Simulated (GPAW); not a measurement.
# ZnO (zincite) (P6_3mc) in GPAW: reference runs

How does ZnO (zincite) come out in PBE? The cell is run as given.

Program: GPAW 26.7.0. These are calculated values, not measurements. Logs are shortened: lines on timing, memory, paths and dates and some standing lists are left out, and cuts for length are marked. The log counts tension as positive stress, the text compression.

**Measured values to compare with.**

“Electronic structure of alkaline earth and post-transition metal oxides”, 2009, arxiv:0908.1581 quotes, for a bulk crystal of ZnO: band gap 3.37 eV.

How close the calculation comes is told below.

### 1 Starting point

Symmetry: P6_3mc, No. 186, hexagonal system. The conventional cell has a = 3.249 Å, b = 3.249 Å, c = 5.206 Å, α = 90.00°, β = 90.00°, γ = 120.00°. Zn (site symmetry 3m) has 4 O at 1.97 to 1.98 Å as nearest neighbours. O (site symmetry 3m) has 4 Zn at 1.97 to 1.98 Å as nearest neighbours.

### 2 Single point, PBE

run.py

```python
from ase import Atoms
from ase.dft.bandgap import bandgap
from ase.io import write
from ase.units import GPa
from gpaw import GPAW, PW

atoms = Atoms(['Zn', 'Zn', 'O', 'O'],
              cell=[[3.249308, 0.0, 0.0],
                    [-1.624654, 2.8139832727, 0.0],
                    [0.0, 0.0, 5.205709]],
              scaled_positions=[[0.6666666667, 0.3333333333, 0.0],
                                [0.3333333333, 0.6666666667, 0.5],
                                [0.3333333333, 0.6666666667, 0.87901],
                                [0.6666666667, 0.3333333333, 0.37901]],
              pbc=True)

calc = GPAW(mode=PW(800),
            xc='PBE',
            kpts={'size': (9, 9, 5), 'gamma': True},
            occupations={'name': 'fermi-dirac', 'width': 0.05},
            nbands=31,
            convergence={'density': 1e-05, 'energy': 1e-05},
            maxiter=150,
            txt='gpaw.txt')
atoms.calc = calc
energy = atoms.get_potential_energy()
forces = atoms.get_forces()
stress = atoms.get_stress()
calc.write('gs.gpw')
write('result.traj', atoms)
print(f'Energy: {energy:.6f} eV')
print('Forces (eV/A):')
print(forces.round(4))
print('Stress (GPa):', (stress / GPa).round(3))
print('Fermi level:', round(calc.get_fermi_level(), 4), 'eV')
print(f'Gap: {bandgap(calc)[0]:.4f} eV, direct: {bandgap(calc, direct=True)[0]:.4f} eV')
```

Potentials or basis: GPAW PAW data sets (gpaw-data 1.2.1), pw.

Run with:

```bash
> OMP_NUM_THREADS=1 python run.py
```

gpaw.txt:

```text
__  _  _
 | _ |_)|_||  |
 |__||  | ||/\| - 26.7.0

Input parameters:
  mode=PW(ecut=800.0),
  convergence={'density': 1e-05, 'energy': 1e-05},
  kpts=MonkhorstPack(size=(9, 9, 5), gamma=True),
  maxiter=150,
  nbands=31,
  occupations=Occupations(name='fermi-dirac', width=0.05),
  xc=XC(name='PBE')

Diagonalizing LCAO Hamiltonian
Converting LCAO to pw mode

        O

        Zn

           O

           Zn

Atoms  # Å, Bohr magnetons
|   | symbol |         x |        y |        z |    initial magnetic moments |
|---|--------|-----------|----------|----------|-----------------------------|
| 0 |     Zn |  1.624654 | 0.937994 | 0.000000 | ( 0.0000,  0.0000,  0.0000) |
| 1 |     Zn | -0.000000 | 1.875989 | 2.602854 | ( 0.0000,  0.0000,  0.0000) |
| 2 |      O | -0.000000 | 1.875989 | 4.575870 | ( 0.0000,  0.0000,  0.0000) |
| 3 |      O |  1.624654 | 0.937994 | 1.973016 | ( 0.0000,  0.0000,  0.0000) |

Unit cell  # Å
| periodic |         x |        y |        z |  lengths |     angles |
|----------|-----------|----------|----------|----------|------------|
|      yes |  3.249308 | 0.000000 | 0.000000 | 3.249308 |  90.000000 |
|      yes | -1.624654 | 2.813983 | 0.000000 | 3.249308 |  90.000000 |
|      yes |  0.000000 | 0.000000 | 5.205709 | 5.205709 | 120.000000 |

Number of symmetries: 6
Symmetry operations  # r_c * U_cc + t_c -> r_c
|   | kind |            matrix            |
|---|------|------------------------------|
| 0 |  σ   |  1, 1, 0,  0,-1, 0,  0, 0, 1 |
| 1 |  E   |  1, 0, 0,  0, 1, 0,  0, 0, 1 |
| 2 |  C3  |  0, 1, 0, -1,-1, 0,  0, 0, 1 |
| 3 |  σ   |  0,-1, 0, -1, 0, 0,  0, 0, 1 |
| 4 |  σ   | -1, 0, 0,  1, 1, 0,  0, 0, 1 |
| 5 |  C3  | -1,-1, 0,  1, 0, 0,  0, 0, 1 |

BZ-sampling:
  Number of BZ points: 405
  Number of IBZ points: 50

  Monkhorst-Pack size: [9, 9, 5]
  Monkhorst-Pack shift: [0, 0, 0]

K-points  # in reciprocal-cell coordinates
|     |                                coordinates |     weight |
|-----|--------------------------------------------|------------|
|   0 | (  0.00000000,   0.00000000,   0.00000000) | 0.00246914 |
|   1 | (  0.00000000,   0.00000000,   0.20000000) | 0.00493827 |
|   2 | (  0.00000000,   0.00000000,   0.40000000) | 0.00493827 |
|   3 | (  0.11111111,   0.00000000,  -0.40000000) | 0.01481481 |
|   4 | (  0.11111111,   0.00000000,  -0.20000000) | 0.01481481 |
|   5 | (  0.11111111,   0.00000000,   0.00000000) | 0.01481481 |
|   6 | (  0.11111111,   0.00000000,   0.20000000) | 0.01481481 |
|   7 | (  0.11111111,   0.00000000,   0.40000000) | 0.01481481 |
|   8 | (  0.22222222,  -0.11111111,   0.00000000) | 0.01481481 |
|   9 | (  0.22222222,  -0.11111111,   0.20000000) | 0.02962963 |
| ... |                                            |            |
|  49 | (  0.44444444,   0.44444444,   0.40000000) | 0.02962963 |

Plane wave coefficients: 2471
Cutoff: 800.0 eV

Spin-components: 1 (collinear spins)
Bands:           31
Projectors:      22
Spin-degeneracy: 2
Datatype:        complex128

Density:
  Valence electrons: 36.0
  Components: 1
  Grid points: [24 24 35]
  Charge: 0.0  # |e|

Potential:
  Grid points: [24 24 35]

species:
  Zn:
    name:    Zinc
    Z:       30.0
    valence: 12
    core:    18
    charge:  0.0  # [|e|]
    compensation charges:
      type: gauss
      rc: 0.37  # [Å]
      lmax: 2
    cutoffs:
      filter: 2.14  # [Å]
      core: 2.28  # [Å]
    projectors
    | kind |    occ | energy [eV] | rcut [Å] |
    |------|--------|-------------|----------|
    |   4s |  2.000 |      -5.977 |    1.286 |
    |   4p |  0.000 |      -1.117 |    1.270 |
    |   3d | 10.000 |     -10.142 |    1.180 |
    |    s |        |      21.234 |    1.286 |
    |    p |        |      26.095 |    1.270 |
    |    d |        |      17.070 |    1.180 |

    Using partial waves for Zn as LCAO basis

  O:
    name:    Oxygen
    Z:       8.0
    valence: 6
    core:    2
    charge:  0.0  # [|e|]
    compensation charges:
      type: gauss
      rc: 0.21  # [Å]
      lmax: 2
    cutoffs:
      filter: 1.17  # [Å]
      core: 0.83  # [Å]
    projectors
    | kind |    occ | energy [eV] | rcut [Å] |
    |------|--------|-------------|----------|
    |   2s |  2.000 |     -23.961 |    0.688 |
    |   2p |  4.000 |      -9.029 |    0.598 |
    |    s |        |       3.251 |    0.688 |
    |    p |        |      18.182 |    0.598 |
    |    d |        |       0.000 |    0.619 |

    Using partial waves for O as LCAO basis

Reference energy: -101804.357908  # eV

eigensolver:
  PPCG
  Converge bands: occupied
  niter=2

density mixing:
  MSR1-Mixer
  Pratt-step length: 0.05
  Maximum mixing coefficient: 0.75
  Old densities: 10
  SVD Regularization: 0.005
  Good broyden scale: 1.0
  Trust region scale: 1.0
  Backstep threshold: 4.0
  History deletion threshold: 6.0
  Fourier metric: weight=20.0, sigma=0.015

occupation numbers:
  Fermi-Dirac:
    width: 0.0500  # eV

poisson solver:
  ecut: 6400.0  # eV

xc functional:
  name: PBE with 2 nearest neighbor stencil

convergence criteria:
- Maximum integral of absolute [dens]ity change: 1e-05 electrons / valence electron
- Maximum [total energy] change in last 3 cyles: 1e-05 eV / valence electron
- Maximum integral of absolute [eigenst]ate change: 4e-08 eV^2 / valence electron
maximum number of iterations: 150

SCF iterations
|iter     | |      energy | eigst |  dens |
|---------|-|-------------|-------|-------|
|iter:   1| |  -21.607020 | +0.52 |       |
|iter:   2| |  -20.700880 | -1.48 | -0.98 |
|iter:   3| |  -18.484098 | -0.46 | -1.04 |
|iter:   4| |  -18.481904 | -2.99 | -1.62 |
|iter:   5| |  -18.487826 | -2.64 | -1.87 |
|iter:   6| |  -18.487939 | -4.42 | -2.91 |
|iter:   7| |  -18.488072c| -5.12 | -3.27 |
|iter:   8| |  -18.488097c| -5.57 | -3.64 |
|iter:   9| |  -18.488096c| -6.74 | -4.16 |
|iter:  10| |  -18.488096c| -7.96c| -4.78 |
|iter:  11| |  -18.488097c| -7.84c| -5.04c|

Converged in 11 steps
Energy contributions relative to reference atoms: (reference = -101804.357908)

Energy contributions:
  Kinetic:          43.509412
  Coulomb:         -38.235194
  Zero:              0.407504
  External:          0.000000
  Xc:              -24.169817
  Entropy:          -0.000004
  Spinorbit:         0.000000
  ----------------------------
  Free energy:     -18.488098
  Extrapolated:    -18.488097

dipole moment: (0.000002, -0.000001, -8.264196)  # |e|*Ang

Fermi level: 4.354
Eigenvalues  # (at kpt = [0.000, 0.000, 0.000])
| band index |      eig [eV] | occ [0-2] |
|------------|---------------|-----------|
|          0 |       -14.133 |     2.000 |
|        ... |               |           |
|         10 |        -0.367 |     2.000 |
|         11 |        -0.367 |     2.000 |
|         12 |        -0.100 |     2.000 |
|         13 |         3.106 |     2.000 |
|         14 |         3.106 |     2.000 |
|         15 |         3.844 |     2.000 |
[... 8 lines left out ...]
|         24 |        18.037 |     0.000 |
|         25 |        18.037 |     0.000 |
|        ... |               |           |
|         30 |        23.812 |     0.000 |

Gap: 0.796 eV
Transition (v -> c):
  (s=0, k=0, n=17, [0.00, 0.00, 0.00]) -> (s=0, k=0, n=18, [0.00, 0.00, 0.00])
No difference between direct/indirect transitions

Forces  # eV/Ang
|        x |        y |        z |
|----------|----------|----------|
| -0.00000 |  0.00000 | -0.07235 |  # Zn   0
|  0.00000 |  0.00000 | -0.07251 |  # Zn   1
| -0.00000 | -0.00000 |  0.07263 |  # O    2
|  0.00000 | -0.00000 |  0.07238 |  # O    3

Stress tensor  # eV/Ang^3
|         x |         y |         z |
|-----------|-----------|-----------|
| -0.028099 |  0.000000 | -0.000000 |
| -0.000000 | -0.028099 |  0.000000 |
| -0.000000 |  0.000000 | -0.038783 |

# Writing to gs.gpw (mode='')
```

It took 98 s on 1 thread of Arm Neoverse V1, shared host; peak memory 0.24 GiB.

Results:

```yaml
Free_energy: -18.4881 eV
Pressure: 5.1 GPa
Largest_force: 0.073 eV/Å
Band_gap_on_the_k_mesh: 0.80 eV, direct
```

Forces on the atoms (eV/Å):
```
Zn   0.000  0.000 -0.072
Zn   0.000  0.000 -0.073
O    0.000  0.000  0.073
O    0.000  0.000  0.072
```

### 3 Against experiment

Step 2. A measured gap of ZnO is 3.37 eV (quoted in “Electronic structure of alkaline earth and post-transition metal oxides”, 2009, arxiv:0908.1581); the calculated 0.80 eV misses it by -2.57 eV. So large a miss can be the level of theory's own, or it may mean another phase, state or a wrong row. The value is that of PBE, without temperature or zero-point motion. Semilocal functionals fall short of measured gaps as a rule.
